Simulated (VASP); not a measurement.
Crystal: ZrS2.

```
Zr S
1.0
     3.69138    0.00000    0.00000
    -1.84569    3.19683    0.00000
     0.00000    0.00000    6.04108
Zr S
1 2
Direct
  0.00000 0.00000 0.00000
  0.33333 0.66667 0.23791
  0.66667 0.33333 0.76209
```

The cell is a database's computed one.

Base run:

| Quantity | Value |
| --- | --- |
| Program | VASP 6.6.1 |
| Functional | r2SCAN |
| Potentials or basis | VASP PAW PBE potentials, release 64 (Zr_sv, S) |
| Cutoff | 520 eV |
| k mesh | 8 × 8 × 6 |
| Occupations | gaussian, width 0.02 eV |
| Spin | no spin polarisation |

Its results: band gap on the k mesh 1.34 eV, indirect (least direct gap 1.96 eV); pressure 0.0 GPa; largest force 0.018 eV/Å.

Task: The run is repeated on the same cell with these changes: functional from r2SCAN to PBEsol. What comes out?

Result: Band gap on the k mesh 0.96 eV, indirect (least direct gap 1.59 eV); pressure -2.5 GPa; largest force 0.136 eV/Å.

r2SCAN gives the wider gap, since meta-GGAs in the generalised Kohn-Sham scheme recover part of the derivative discontinuity.

Caveats: the PAW data sets were made with another functional, which shifts forces and pressure a little; this functional lacks dispersion, which binds the layers, so the pressure and a relaxed spacing across them are unreliable (some runs).

Not every run made on this cell is shown here.
